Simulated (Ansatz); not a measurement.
Structure optimisation: chromium, fcc

Computed with DFT, PBEsol, plane waves (420 eV) with PAW, scalar-relativistic (Ansatz 0.2.0). (PAW data from PBE, frozen cores regenerated.)

k-point mesh 15×15×15, Fermi-Dirac smearing 0.1 eV, no spin polarisation. Cell and atoms relax.

Starting structure:

```yaml
crystal:
  lattice:
    - [0.0, 1.8167431579, 1.8167431579]
    - [1.8167431579, 0.0, 1.8167431579]
    - [1.8167431579, 1.8167431579, 0.0]
  atoms:
    - { symbol: Cr, position: [0.0, 0.0, 0.0] }
hamiltonian:
  xc: pbesol
  pseudopotentials:
    kind: paw
    azcp:
      Cr: "pseudopotentials/Cr.paw.azcp"
basis:
  ecutwfc: 420
  fft_grid_basis: typed
kpoints:
  mp_grid: { grid: [15, 15, 15], shift: [0, 0, 0] }
magnetization:
  spin_polarized: false
scf:
  occupations: { method: fermi_dirac, width: 0.1 }
relax:
  max_steps: 60
  f_tol: 0.01
  cell: {}
output:
  write_density: true
  write_potential: true
  elf: true
  volumetric_format: npy
```

Task: What cell does the relaxation end in?

Result: Fm-3m with a = 3.581 Å; 11.48 Å³ per atom against 11.99 at the start (-4.3 %).

Task: How much energy does the relaxation gain?

Result: 17.4 meV per atom.

Spin polarisation is off here; a magnetic state may lie lower.
